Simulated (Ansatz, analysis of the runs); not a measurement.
# A homologous series of junctions, from (CH2)3 chain with direct metal-carbon ends, between Au (111) faces with adatoms, part 2 of 4

Wanted: G and thermopower along the series, and a fit against length.

Ansatz 0.2.0; DFT PBE, plane waves, PAW; relaxation of a junction, electrodes held but for their tips (the session's first sound run).

So far. Step 2 (Relaxation of the scattering region, 83 atoms, molecule …): The largest force component on a free atom ends at 0.044 eV/Å, under the limit of 0.05. The apex atoms end 5.97 Å apart, and their nearest bridge atoms lie at 2.08 Å (Au–C) and 2.08 Å (Au–C).

**3. Transmission between the leads, 83 atoms, molecule alkane C3, direct metal-carbon ends, units 3**

This step: DFT PBE, plane waves, PAW; transmission of a junction between electrodes (Ansatz 0.2.0).

The cell is now read as a scatterer between two semi-infinite leads, named by two sites one period apart. The scattering states in its self-consistent potential are matched to the leads' states at each energy. A mesh across the current samples the surface zone of the faces.

Contents of input.yaml:

```yaml
crystal:
  lattice:
    - [8.8246926292, 0.0, 0.0]
    - [4.4123463146, 7.6424079975, 0.0]
    - [0.0, 0.0, 27.1226739329]
  atoms:
    - { symbol: Au, position: [0.722222222, 0.722222222, -2.0e-09] }
    - { symbol: Au, position: [0.722222222, 0.055555556, -2.0e-09] }
    - { symbol: Au, position: [0.722222222, 0.388888889, -2.0e-09] }
    - { symbol: Au, position: [0.055555556, 0.722222222, -2.0e-09] }
    - { symbol: Au, position: [0.0555555555, 0.055555556, -2.0e-09] }
    - { symbol: Au, position: [0.0555555555, 0.388888889, -2.0e-09] }
    - { symbol: Au, position: [0.388888889, 0.722222222, -2.0e-09] }
    - { symbol: Au, position: [0.3888888885, 0.055555556, -2.0e-09] }
    - { symbol: Au, position: [0.388888889, 0.388888889, -2.0e-09] }
    - { symbol: Au, position: [0.8333333335, 0.833333333, 0.0885523705] }
    - { symbol: Au, position: [0.833333333, 0.166666667, 0.0885523705] }
    - { symbol: Au, position: [0.833333333, 0.5, 0.0885523705] }
    - { symbol: Au, position: [0.166666667, 0.833333333, 0.0885523705] }
    - { symbol: Au, position: [0.1666666665, 0.166666667, 0.0885523705] }
    - { symbol: Au, position: [0.166666667, 0.5, 0.0885523705] }
    - { symbol: Au, position: [0.5, 0.833333333, 0.0885523705] }
    - { symbol: Au, position: [0.5, 0.166666667, 0.0885523705] }
    - { symbol: Au, position: [0.5, 0.5, 0.0885523705] }
    - { symbol: Au, position: [0.9444444445, 0.944444444, 0.177104743] }
    - { symbol: Au, position: [0.944444444, 0.277777778, 0.177104743] }
    - { symbol: Au, position: [0.9444444445, 0.611111111, 0.177104743] }
    - { symbol: Au, position: [0.277777778, 0.944444444, 0.177104743] }
    - { symbol: Au, position: [0.277777778, 0.277777778, 0.177104743] }
    - { symbol: Au, position: [0.277777778, 0.611111111, 0.177104743] }
    - { symbol: Au, position: [0.6111111115, 0.944444444, 0.177104743] }
    - { symbol: Au, position: [0.611111111, 0.277777778, 0.177104743] }
    - { symbol: Au, position: [0.611111111, 0.611111111, 0.177104743] }
    - { symbol: Au, position: [0.0555555555, 0.055555556, 0.265657115] }
    - { symbol: Au, position: [0.0555555555, 0.388888889, 0.265657115] }
    - { symbol: Au, position: [0.055555556, 0.722222222, 0.265657115] }
    - { symbol: Au, position: [0.3888888885, 0.055555556, 0.265657115] }
    - { symbol: Au, position: [0.388888889, 0.388888889, 0.265657115] }
    - { symbol: Au, position: [0.388888889, 0.722222222, 0.265657115] }
    - { symbol: Au, position: [0.722222222, 0.055555556, 0.265657115] }
    - { symbol: Au, position: [0.722222222, 0.388888889, 0.265657115] }
    - { symbol: Au, position: [0.722222222, 0.722222222, 0.265657115] }
    - { symbol: Au, position: [0.499267528, 0.4970188403, 0.3456872623] }
    - { symbol: C, position: [0.3779124771, 0.4994956406, 0.4115657765] }
    - { symbol: C, position: [0.484675471, 0.5, 0.455723812] }
    - { symbol: C, position: [0.3774081177, 0.5005043594, 0.4998818475] }
    - { symbol: H, position: [0.3640117497, 0.3824735167, 0.4105536715] }
    - { symbol: H, position: [0.2475305432, 0.6171472449, 0.4100726833] }
    - { symbol: H, position: [0.4996203333, 0.6161162636, 0.4555930867] }
    - { symbol: H, position: [0.6157365969, 0.3838837364, 0.4558545373] }
    - { symbol: H, position: [0.3646777882, 0.3828527551, 0.5013749407] }
    - { symbol: H, position: [0.2464852664, 0.6175264833, 0.5008939525] }
    - { symbol: Au, position: [0.4962863683, 0.5029811597, 0.5657603617] }
    - { symbol: Au, position: [0.277777778, 0.277777778, 0.645790509] }
    - { symbol: Au, position: [0.277777778, 0.611111111, 0.645790509] }
    - { symbol: Au, position: [0.277777778, 0.944444444, 0.645790509] }
    - { symbol: Au, position: [0.611111111, 0.277777778, 0.645790509] }
    - { symbol: Au, position: [0.611111111, 0.611111111, 0.645790509] }
    - { symbol: Au, position: [0.6111111115, 0.944444444, 0.645790509] }
    - { symbol: Au, position: [0.944444444, 0.277777778, 0.645790509] }
    - { symbol: Au, position: [0.9444444445, 0.611111111, 0.645790509] }
    - { symbol: Au, position: [0.9444444445, 0.944444444, 0.645790509] }
    - { symbol: Au, position: [0.388888889, 0.388888889, 0.734342881] }
    - { symbol: Au, position: [0.388888889, 0.722222222, 0.734342881] }
    - { symbol: Au, position: [0.3888888885, 0.055555556, 0.734342881] }
    - { symbol: Au, position: [0.722222222, 0.388888889, 0.734342881] }
    - { symbol: Au, position: [0.722222222, 0.722222222, 0.734342881] }
    - { symbol: Au, position: [0.722222222, 0.055555556, 0.734342881] }
    - { symbol: Au, position: [0.0555555555, 0.388888889, 0.734342881] }
    - { symbol: Au, position: [0.055555556, 0.722222222, 0.734342881] }
    - { symbol: Au, position: [0.0555555555, 0.055555556, 0.734342881] }
    - { symbol: Au, position: [0.5, 0.5, 0.8228952535] }
    - { symbol: Au, position: [0.5, 0.833333333, 0.8228952535] }
    - { symbol: Au, position: [0.5, 0.166666667, 0.8228952535] }
    - { symbol: Au, position: [0.833333333, 0.5, 0.8228952535] }
    - { symbol: Au, position: [0.8333333335, 0.833333333, 0.8228952535] }
    - { symbol: Au, position: [0.833333333, 0.166666667, 0.8228952535] }
    - { symbol: Au, position: [0.166666667, 0.5, 0.8228952535] }
    - { symbol: Au, position: [0.166666667, 0.833333333, 0.8228952535] }
    - { symbol: Au, position: [0.1666666665, 0.166666667, 0.8228952535] }
    - { symbol: Au, position: [0.611111111, 0.611111111, 0.911447626] }
    - { symbol: Au, position: [0.6111111115, 0.944444444, 0.911447626] }
    - { symbol: Au, position: [0.611111111, 0.277777778, 0.911447626] }
    - { symbol: Au, position: [0.9444444445, 0.611111111, 0.911447626] }
    - { symbol: Au, position: [0.9444444445, 0.944444444, 0.911447626] }
    - { symbol: Au, position: [0.944444444, 0.277777778, 0.911447626] }
    - { symbol: Au, position: [0.277777778, 0.611111111, 0.911447626] }
    - { symbol: Au, position: [0.277777778, 0.944444444, 0.911447626] }
    - { symbol: Au, position: [0.277777778, 0.277777778, 0.911447626] }
kpoints:
  mp_grid: { grid: [4, 4, 1] }
scf:
  occupations: { method: fermi_dirac, width: 0.1 }
hamiltonian:
  xc: pbe
output:
  transmission: { leads: [[74, 0]], e_range: [-0.7, 0.7], de: 0.035, kmesh: [4, 4] }
  dos: { projected: true, e_range: [-5, 4] }
  write_potential: true
  write_density: true
  volumetric_format: npy
```

Started as:

```bash
$ ansatz run input.yaml --threads 16 --pin off --max-ram 61440MiB --backend cuda --events-out ev --progress --plain --runs-dir out --max-vram 78GiB
```

Numbers of over 12 decimals in the logs are rounded to 6 here.

Output:

```text
[...]
Crystal: 83 atoms, lattice volume = 1829.205 Å³
Basis set: ecut = 420 eV, 35797 PW (Γ)
Bands: 855, of which v1, the nominal top of the filled ones, is band 712 counted from 1 (711 counted from 0)
Symmetry: 2 space group operations
[...]
k-points: 7 of 16 (time reversal used)
[...]
SCF iter   1: F=—  HF=-973892.400317 eV  |F-HF|=—  |Δ(HF+E_count)|=         —  Δρ=3.92e-3  dr2=1.14e1  ethr=1.77e-3  ⟨swp⟩=5.0  Hψ=20853  notcnv=0  defer=721
[...]
SCF iter   9: F=-973892.150854 eV  HF=-973892.150854 eV  |F-HF|=1.12e-8  |Δ(HF+E_count)|=   1.22e-8  Δρ=6.79e-7  dr2=1.70e-8  ethr=7.02e-12  ⟨swp⟩=14.3  Hψ=30172  notcnv=0
SCF 1 converged in 9 iterations: F = -973892.150854 eV  dr2 = 1.70e-8
[...]
transmission: 43 of 430 steps passed
transmission: 87 of 430 steps passed
[...]
transmission: 430 of 430 steps passed
[...]
SCF converged after 9 iterations
[...]
--- Transmission ---
  basis      : 595 plane waves across, 43 finite elements along
  points     : 10, standing for a mesh of 4 x 4
  on the GPU : 10 of these points
  filling    : by the input's occupations and mesh, since the crystals that have channels conduct as metals do. If one of these is a semiconductor, that mesh has misplaced its level
  energies   : 41 from -0.700000 to 0.700000 eV about the Fermi level, 0.035000 eV apart; the leads are filled to 0.000000 eV, and channels, transmission and decay are at 0.000000 eV
  crystal 0  : Au9, at the sites [74, 0], period 2.4018 Å, over 19.21 Å; its Hamiltonian steps by up to 23.1 meV
    offset         : up to 0.0000 Å between an atom of the period and one for which it stands
    filled         : 0.2 meV over the level at which it is neutral
    channels       : 7.687500e0 a spin
    conductance    : 8.8232e14 S/m² at 300 K; may be off by some 0.0 % by where its bands' edges are placed, 11.5 % from the k-mesh, 0.0 % from the distance to neutral
  junction   : crystal 0 to crystal 0, -0.50 to 24.22 Å
    transmission   : 4.806612e-1 a spin
    conductance    : 5.5627e13 S/m² at 300 K (5.6508e13 on every other point, 5.3765e13 on every other energy)
    error estimate : 3.3 % from the energy spacing and 3.6 % from band edges of the leads and from resonances (wavevectors taken as independent; lower de), 4.6 % from the k-mesh, 16.9 % from the steps of its leads' Hamiltonians or their offsets (lay more layers), 0.0 % from the distance to neutral
    resistance     : 1.6844e-2 Ω µm² beyond half of each lead's own
```

Wall time 2.6 min (1 × NVIDIA GB200 with 16 threads of Arm Neoverse V2, shared host); peak memory 16 GiB; 19 min of CPU time.

In the SCF lines HF is the Harris–Foulkes energy and dr2 the Hartree energy of the density residual, in eV; the loop may stop once dr2 is under the threshold and the program's other checks hold. Hψ counts applications of the Hamiltonian.

This step gave:

* energy at zero smearing: -973891.6797 eV
* transmission at the energy nearest the Fermi level, one spin: 0.4807
* step of the lead's Hamiltonian: 23.1 meV
* conductance of the junction: 0.4842 G₀
* conductance of the bulk lead, a 3×3 cell, mean over the mesh: 7.680 G₀
* channels of the bulk lead, one spin, mean over the mesh: 7.688

Table of transmission, one spin by energy, zero at the Fermi level:

| energy (eV) | transmission, one spin |
| --- | --- |
| -0.700 | 0.756 |
| -0.665 | 0.737 |
| -0.595 | 0.704 |
| -0.560 | 0.687 |
| -0.490 | 0.652 |
| -0.455 | 0.634 |
| -0.420 | 0.618 |
| -0.350 | 0.585 |
| -0.315 | 0.570 |
| -0.280 | 0.560 |
| -0.210 | 0.539 |
| -0.175 | 0.550 |
| -0.140 | 0.572 |
| -0.105 | 0.544 |
| -0.070 | 0.514 |
| -0.035 | 0.495 |
| 0.000 | 0.481 |
| 0.035 | 0.468 |
| 0.070 | 0.464 |
| 0.105 | 0.445 |
| 0.175 | 0.418 |
| 0.210 | 0.380 |
| 0.280 | 0.391 |
| 0.315 | 0.416 |
| 0.350 | 0.504 |
| 0.385 | 0.671 |
| 0.420 | 0.447 |
| 0.455 | 0.361 |
| 0.490 | 0.349 |
| 0.560 | 0.482 |
| 0.595 | 0.600 |
| 0.665 | 0.442 |
| 0.700 | 0.365 |

The open channels of the lead, one spin by energy, zero at the Fermi level:

| energy (eV) | open channels of the lead, one spin |
| --- | --- |
| -0.700 | 5.69 |
| -0.630 | 5.81 |
| -0.560 | 5.81 |
| -0.490 | 5.81 |
| -0.420 | 6.56 |
| -0.350 | 6.56 |
| -0.315 | 7.31 |
| -0.245 | 7.69 |
| -0.175 | 7.69 |
| -0.105 | 7.69 |
| -0.035 | 7.69 |
| 0.000 | 7.69 |
| 0.035 | 7.69 |
| 0.105 | 7.69 |
| 0.175 | 7.69 |
| 0.245 | 7.31 |
| 0.315 | 7.31 |
| 0.350 | 7.31 |
| 0.420 | 7.31 |
| 0.490 | 7.31 |
| 0.560 | 7.31 |
| 0.630 | 7.31 |
| 0.700 | 7.31 |

The planar mean of the electrostatic potential energy, less the Fermi level oscillates, so the rows of the table below give means over windows of 1 Å about each position, cut where the curve ends. Its maxima inside the range that stand out by 2 % of the span (Å: eV): 1.3: 0.828, 3.5: 0.839, 6.1: 0.895, 10.5: 4.21, 11.7: 3.75, 13.0: 3.75, 14.3: 4.21, 18.6: 0.895, 21.2: 0.838, 23.4: 0.829, 26.0: 0.821. Its minima: 2.5: -15.8, 4.8: -16.2, 7.1: -15.6, 11.0: 2.81, 12.3: 2.60, 13.6: 2.64, 17.5: -16.0, 19.9: -16.2, 22.3: -16.2, 24.7: -16.2.

Planar mean of the electrostatic potential energy, less the Fermi level against z; means over each step:

z (Å), planar mean of the electrostatic potential energy, less the Fermi level (eV) and a bar from the least value:
```
        0      -14.1 
        1       -2.5 ####################
        2      -10.8 ######
        3       -7.9 ##########
        4       -4.8 ################
        5      -13.0 ##
        6       -1.6 #####################
        7      -13.0 ##
        8       -4.1 #################
        9        2.8 #############################
       10        3.5 ##############################
       11        3.3 ##############################
       12        3.2 #############################
       13        3.3 ##############################
       14        3.6 ##############################
       15        3.1 #############################
       16        2.6 ############################
       17       -8.8 #########
       18       -9.4 ########
       19       -3.3 ##################
       20      -14.0 
       21       -2.0 #####################
       22      -11.8 ####
       23       -6.6 #############
       24       -6.0 ##############
       25      -12.3 ###
       26       -1.8 #####################
```

By hand: the program gives 5.5627 × 10^13 S/m² over the cell's cross-section of 67.44 Å² = 6.744 × 10^-19 m², so one cell conducts 3.752 × 10^-5 S. Divided by G0 = 2e²/h = 7.748 × 10^-5 S this is 0.484 G0, a resistance of 26.7 kΩ.

The conductance is 0.484 G₀. The value hangs on where a semilocal functional puts the molecule's levels, which is known only roughly. The lead's Hamiltonian steps by 23.1 meV, which the program lets pass, though it counts in the error estimate. The largest term of the program's error estimate is 17 %, from the steps of its leads' Hamiltonians or their offsets.

**4. Conductance and thermopower from T(E), 83 atoms**

This step: Landauer integrals over the computed T(E), interpolated linearly between its energies (analysis of the runs above).

Conductance and thermopower are moments of T(E) over the thermal window; sliding the window along E stands for a gate that leaves T(E) rigid.

Numbers from this step:

```
conductance at 300 K, interpolated from T(E) : 0.4835 G₀
thermopower at 300 K                         : 6.202 μV/K
Lorenz number over L0                        : 1.009
```

T(E) held rigid; rough near sharp steps of T(E). The conductance at 300 K by shift of the leads' level:

| shift of the leads' level (eV) | conductance at 300 K (G₀) |
| --- | --- |
| -0.350 | 0.587 |
| -0.300 | 0.568 |
| -0.250 | 0.555 |
| -0.200 | 0.550 |
| -0.150 | 0.551 |
| -0.100 | 0.535 |
| -0.050 | 0.507 |
| 0.000 | 0.483 |
| 0.050 | 0.466 |
| 0.100 | 0.448 |
| 0.150 | 0.426 |
| 0.200 | 0.402 |
| 0.250 | 0.397 |
| 0.300 | 0.430 |
| 0.350 | 0.498 |

T(E) held rigid; rough near sharp steps of T(E). Thermopower at 300 K against shift of the leads' level:

| shift of the leads' level (eV) | thermopower at 300 K (μV/K) |
| --- | --- |
| -0.350 | 5.12 |
| -0.300 | 4.08 |
| -0.250 | 2.55 |
| -0.200 | 0.431 |
| -0.150 | 1.75 |
| -0.100 | 6.35 |
| -0.050 | 7.41 |
| 0.000 | 6.20 |
| 0.050 | 5.56 |
| 0.100 | 6.45 |
| 0.150 | 7.75 |
| 0.200 | 5.61 |
| 0.250 | -4.86 |
| 0.300 | -16.7 |
| 0.350 | -13.2 |

The two levels move by half the bias each and T(E) is held rigid. Table of current from the zero-bias T(E) by bias:

| bias (V) | current from the zero-bias T(E) (μA) |
| --- | --- |
| 0.000 | 0 |
| 0.100 | 3.75 |
| 0.200 | 7.54 |
| 0.300 | 11.3 |
| 0.400 | 15.1 |
| 0.500 | 18.8 |
| 0.600 | 22.5 |
| 0.700 | 26.6 |
| 0.800 | 30.9 |

By hand, Mott's formula: S = −(π²k²T/3e) d ln T/dE, and π²k²T/3e = 7.33 μV/K × eV at 300 K. The computed T is 0.514 at -0.070 eV and 0.464 at +0.070 eV, so d ln T/dE ≈ -0.741 per eV and S ≈ 5.43 μV/K, against 6.20 from the integrals.

The thermopower is 6.20 μV/K. The Lorenz ratio is 1.01, where the Wiedemann-Franz law gives 1. These values rest on a semilocal level alignment and on the mesh across the current. Moving the level by up to 0.1 eV either way gives 5.6 to 7.4 μV/K.

(Part 2 of 4 ends here.)

[Logs are printed without paths, hosts, clocks, repeated set-up lines and the standing remarks that a program may print on its own settings, such as how far it seeks lower states.]

[Hosts, paths, dates, database ids (printed as entryN), source tags and the programs' standing remarks are cut or masked in the printed files.]
